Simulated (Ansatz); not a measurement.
# MgO: energy and stress against strain

This session takes MgO and sets out to see how energy and stress answer to the strain pattern (0, 0, 1, 0, 0, 0).

The COD cell was measured well above room temperature, so it is larger than a cold one.

Program: Ansatz 0.2.0. Level of theory: DFT PBEsol, scalar-relativistic, plane waves, PAW. These are calculated values, not measurements.

1 further run of the same task is left out (set aside as unsound or not needed). Runs told in other sessions of the task aren't counted.

## 1. The structure to begin with

Symmetry: Fm-3m, No. 225, cubic system. The conventional cell has a = 4.214 Å, b = 4.214 Å, c = 4.214 Å, α = 90.00°, β = 90.00°, γ = 90.00°. Mg (site symmetry m-3m) has 6 O at 2.11 Å in its first shell of neighbours. O (site symmetry m-3m) is surrounded by 6 Mg at 2.11 Å.

Coordinates:

```cif
data_structure
_symmetry_space_group_name_H-M 'Fm-3m'
_symmetry_Int_Tables_number 225
_cell_length_a 4.2142
_cell_length_b 4.2142
_cell_length_c 4.2142
_cell_angle_alpha 90.000
_cell_angle_beta 90.000
_cell_angle_gamma 90.000
_cell_volume 74.84
loop_
_atom_site_label
_atom_site_type_symbol
_atom_site_symmetry_multiplicity
_atom_site_Wyckoff_symbol
_atom_site_fract_x
_atom_site_fract_y
_atom_site_fract_z
_atom_site_occupancy
Mg1 Mg 4 a 0.00000 0.00000 0.00000 1
O1 O 4 b 0.50000 0.00000 0.00000 1
```

It is the result of an earlier relaxation at this level (volume 9.36 Å³/atom; gap on the mesh: 4.62 eV).

## 2. Zero of energy

The reference gives a free energy of -2475.8714 eV, pressure -0.01 GPa, largest force 0.000 eV/Å and gap on the mesh 4.62 eV. It was computed beforehand with the settings of the runs below.

## 3. Setting up energy and stress against strain

The cell is strained by ε times the Voigt pattern (0, 0, 1, 0, 0, 0) (xx, yy, zz, yz, xz, xy; engineering shear), with fractional coordinates fixed (clamped ions). The stress on the pattern is the sum of the stress components weighted by it, tension positive.

## 4. At ε = -0.0600

input.yaml reads:

```yaml
crystal:
  lattice:
    - [0.0, 2.1071057202, 1.980679377]
    - [2.1071057202, 0.0, 1.980679377]
    - [2.1071057202, 2.1071057202, 0.0]
  atoms:
    - { symbol: Mg, position: [0.0, 0.0, 0.0] }
    - { symbol: O, position: [0.5, 0.5, 0.5] }
basis:
  ecutwfc: 420
kpoints:
  mp_grid: { grid: [10, 10, 10] }
hamiltonian:
  xc: pbesol
scf:
  occupations: { method: gaussian, width: 0.05 }
output:
  forces: true
  stress: true
  eigenvalues: true
```

Command:

```
> ansatz run input.yaml --threads 1 --pin off --max-ram 2560MiB --backend cpu --events-out ev --progress --plain --runs-dir out
```

## 5. At ε = 0.0450

Edit input.yaml of step 4 so:

```diff
@@ -2,4 +2,4 @@
   lattice:
-    - [0.0, 2.1071057202, 1.980679377]
-    - [2.1071057202, 0.0, 1.980679377]
+    - [0.0, 2.1071057202, 2.2019254776]
+    - [2.1071057202, 0.0, 2.2019254776]
     - [2.1071057202, 2.1071057202, 0.0]
@@ -20 +20,5 @@
   eigenvalues: true
+  write_density: true
+  write_potential: true
+  elf: true
+  volumetric_format: npy
```

## 6. At ε = -0.0300

Edit input.yaml of step 5 so:

```diff
@@ -2,4 +2,4 @@
   lattice:
-    - [0.0, 2.1071057202, 2.2019254776]
-    - [2.1071057202, 0.0, 2.2019254776]
+    - [0.0, 2.1071057202, 2.0438925486]
+    - [2.1071057202, 0.0, 2.0438925486]
     - [2.1071057202, 2.1071057202, 0.0]
@@ -20,5 +20 @@
   eigenvalues: true
-  write_density: true
-  write_potential: true
-  elf: true
-  volumetric_format: npy
```

## 7. ε = 0.0150

Edit input.yaml of step 6 so:

```diff
@@ -2,4 +2,4 @@
   lattice:
-    - [0.0, 2.1071057202, 2.0438925486]
-    - [2.1071057202, 0.0, 2.0438925486]
+    - [0.0, 2.1071057202, 2.138712306]
+    - [2.1071057202, 0.0, 2.138712306]
     - [2.1071057202, 2.1071057202, 0.0]
```

## 8. At ε = 0.0600

Edit input.yaml of step 7 so:

```diff
@@ -2,4 +2,4 @@
   lattice:
-    - [0.0, 2.1071057202, 2.138712306]
-    - [2.1071057202, 0.0, 2.138712306]
+    - [0.0, 2.1071057202, 2.2335320634]
+    - [2.1071057202, 0.0, 2.2335320634]
     - [2.1071057202, 2.1071057202, 0.0]
```

## 9. At ε = -0.0450

Edit input.yaml of step 8 so:

```diff
@@ -2,4 +2,4 @@
   lattice:
-    - [0.0, 2.1071057202, 2.2335320634]
-    - [2.1071057202, 0.0, 2.2335320634]
+    - [0.0, 2.1071057202, 2.0122859628]
+    - [2.1071057202, 0.0, 2.0122859628]
     - [2.1071057202, 2.1071057202, 0.0]
@@ -20 +20,5 @@
   eigenvalues: true
+  write_density: true
+  write_potential: true
+  elf: true
+  volumetric_format: npy
```

## 10. At ε = 0.0300

Edit input.yaml of step 9 so:

```diff
@@ -2,4 +2,4 @@
   lattice:
-    - [0.0, 2.1071057202, 2.0122859628]
-    - [2.1071057202, 0.0, 2.0122859628]
+    - [0.0, 2.1071057202, 2.1703188918]
+    - [2.1071057202, 0.0, 2.1703188918]
     - [2.1071057202, 2.1071057202, 0.0]
@@ -20,5 +20 @@
   eigenvalues: true
-  write_density: true
-  write_potential: true
-  elf: true
-  volumetric_format: npy
```

## 11. Point ε = -0.0150

Edit input.yaml of step 10 so:

```diff
@@ -2,4 +2,4 @@
   lattice:
-    - [0.0, 2.1071057202, 2.1703188918]
-    - [2.1071057202, 0.0, 2.1703188918]
+    - [0.0, 2.1071057202, 2.0754991344]
+    - [2.1071057202, 0.0, 2.0754991344]
     - [2.1071057202, 2.1071057202, 0.0]
@@ -20 +20,5 @@
   eigenvalues: true
+  write_density: true
+  write_potential: true
+  elf: true
+  volumetric_format: npy
```

## 12. At ε = 0.0525

Edit input.yaml of step 11 so:

```diff
@@ -2,4 +2,4 @@
   lattice:
-    - [0.0, 2.1071057202, 2.0754991344]
-    - [2.1071057202, 0.0, 2.0754991344]
+    - [0.0, 2.1071057202, 2.2177287705]
+    - [2.1071057202, 0.0, 2.2177287705]
     - [2.1071057202, 2.1071057202, 0.0]
@@ -20,5 +20 @@
   eigenvalues: true
-  write_density: true
-  write_potential: true
-  elf: true
-  volumetric_format: npy
```

(Steps that only read results are left out.)

**Question.** What will these runs give? Wanted: slope of the stress at ε = 0, over ±0.0150.

As calculated:

| quantity | value |
| --- | --- |
| slope of the stress at ε = 0, over ±0.0150 | 294 GPa |

**Reading.** From the stress slope, C33 is about 294 GPa with the ions clamped; letting the atoms relax could not make it stiffer. The undisturbed cell stays the lowest of the sampled points. Compression costs more than tension: 39.7 against 24.2 meV/atom at the ends. The gap on the mesh stays between 3.99 and 5.16 eV.
